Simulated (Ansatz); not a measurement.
## ZrN: pressure as volume scale varies

All results are calculated (Ansatz 0.2.0). Periodic Kohn-Sham DFT of a crystal at fixed atoms, scaled to volume_scale times the given cell; pressure positive in compression, energy less spherical unpolarised free atoms, largest_vzz the field gradient of largest size among the nuclei.

The cell before it is scaled or strained (space group Fm-3m, No. 225):
```
cell vectors (Å)
   0.0000     2.2842     2.2842
   2.2842     0.0000     2.2842
   2.2842     2.2842     0.0000
atoms (fractions of the cell vectors)
Zr  0.00000  0.00000  0.00000
N   0.50000  0.50000  0.50000
```

Settings of every row: method all-electron PAW; functional PBE; relativity scalar; k mesh 9x9x9; filling fermi-dirac; smearing width 0.01 eV; nucleus gaussian.

Atom start moment: 0 on all atoms.

```csv
row,volume scale,V (Å³/atom),pressure (GPa)
1,0.94,11.203,23.393
2,0.9405,11.209,23.209
3,0.96,11.441,16.419
4,0.98,11.68,10.139
5,0.99,11.799,7.238
6,1,11.918,4.485
7,1.01,12.037,?
8,1.02,12.156,-0.607
9,1.04,12.395,-5.192
10,1.06,12.633,-9.325
```

Question: what pressure should row 7 give?

Worked fit of pressure. Take u = (V_r/V)^(2/3) − 1 with V_r = 11.799 Å³ an atom, which is twice the finite (Eulerian) strain; such expansions in the strain, on which the Birch-Murnaghan equation of state is built, carry the rest volume and the bulk modulus. The shown rows have u = 0.03516, 0.03479, 0.02075, 0.00678, 0, -0.00667, -0.01968, -0.03232, -0.04451. Least squares give pressure = 7.2359 + 419.564 × u + 1106.11 × u² + 862 × u³ GPa; a parabola predicts inner rows, each left out in turn, worse (root mean square 0.015 against 0.009 GPa). The rows lie off it by 0.000, 0.001, -0.007, 0.007, 0.002, -0.001, -0.008, 0.006, -0.001 (root mean square 0.0048 GPa). The pressure vanishes at u = -0.0181, or V = 12.13 Å³ an atom, and there the bulk modulus at fixed shape and fractions is B = −V dP/dV = (2/3)(1 + u) dP/du = 249 GPa. The withheld row has u = -0.01323, so the fit gives 7.2359 + 419.564 × (-0.01323) + 1106.11 × (-0.01323)² + 862 × (-0.01323)³ = 1.877 GPa.

The calculation gave 1.872 GPa. The fit lies 0.005 GPa (0.015 % of the column's range) above it; its largest miss of a shown row is 0.008 GPa.
